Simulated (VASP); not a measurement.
InAs, 2 atoms in the cell. The structure is cubic, space group F-43m (No. 216). Conventional cell: a = 6.112 Å, b = 6.112 Å, c = 6.112 Å, α = 90.00°, β = 90.00°, γ = 90.00°. Around In (site symmetry -43m) lie 4 As at 2.65 Å. Around As (site symmetry -43m) lie 4 In at 2.65 Å. 

```yaml
Program: VASP 6.6.1
Task: single point
Functional: PBE
Dispersion: D3(BJ)
Potentials_or_basis: VASP PAW PBE potentials, release 64 (In_d, As)
Cutoff: 520 eV
k_mesh: 12 × 12 × 12
Occupations: gaussian, width 0.1 eV
Spin: no spin polarisation
Dipole_correction: no
Further_INCAR_settings: ALGO = Normal; EDIFF = 1e-07; NBANDS = 16
```

Potentials or basis: VASP PAW PBE potentials, release 64 (In_d, As).

Command:

```console
$ cat potpaw_PBE.64/In_d/POTCAR potpaw_PBE.64/As/POTCAR > POTCAR
$ mpirun -np 1 vasp_std > vasp.out
```

Hardware: 1 thread of Intel(R) Xeon(R) Platinum 8488C (Sapphire Rapids) (shared host).

Task: How long does it take, and how much memory?

Result: Wall time 43 s on 1 thread of Intel(R) Xeon(R) Platinum 8488C (Sapphire Rapids), on a shared host, peak memory 0.23 GiB. Counts: scf iterations 14, k points 72.
